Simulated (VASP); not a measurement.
A run of VASP 6.6.1:

Contents of INCAR:

```
SYSTEM = Hf2N
ALGO     = Normal         ! electronic algorithm
EDIFF    = 1E-6           ! SCF threshold, eV
EDIFFG   = -0.01          ! ionic threshold
ENCUT    = 600            ! plane-wave cutoff, eV
GGA      = RP             ! functional
IBRION   = 2              ! ionic algorithm
ISIF     = 3              ! what is computed and relaxed
ISMEAR   = -1             ! smearing method
IVDW     = 11             ! dispersion correction
LASPH    = .True.         ! aspherical terms in the spheres
LCHARG   = .False.        ! write CHGCAR
LREAL    = .False.        ! projectors in reciprocal space
LWAVE    = .False.        ! write WAVECAR
NELM     = 80             ! most SCF steps
NSW      = 60             ! ionic steps
PREC     = Accurate       ! precision mode
SIGMA    = 0.05           ! smearing width, eV
```

Contents of KPOINTS:

```
k-points
0
Gamma
  10 10 5
  0 0 0
```

The input POSCAR:

```
Hf2N
1.0
    3.0801700000      0.0000000000      0.0000000000
   -1.5400800000      2.6675000000      0.0000000000
    0.0000000000      0.0000000000      5.8821000000
Hf N
2 1
Direct
    0.0000000000      0.0000000000      0.7474300000
    0.0000000000      0.0000000000      0.2525700000
    0.6666700000      0.3333300000      0.5000000000
```

Potentials or basis: VASP PAW PBE potentials, release 64 (Hf_pv, N).

Run with:

```sh
$ cat potpaw_PBE.64/Hf_pv/POTCAR potpaw_PBE.64/N/POTCAR > POTCAR
$ mpirun -np 1 vasp_std > vasp.out
```

Hardware: 1 thread of Intel(R) Xeon(R) 6975P-C (Granite Rapids) (shared host).

Q: How long does it take, and how much memory?

A: Run time: 2.1 min on 1 thread of Intel(R) Xeon(R) 6975P-C (Granite Rapids) (shared host), peak memory 0.25 GiB. Counts: scf iterations 49, k points 93, ion steps 7.
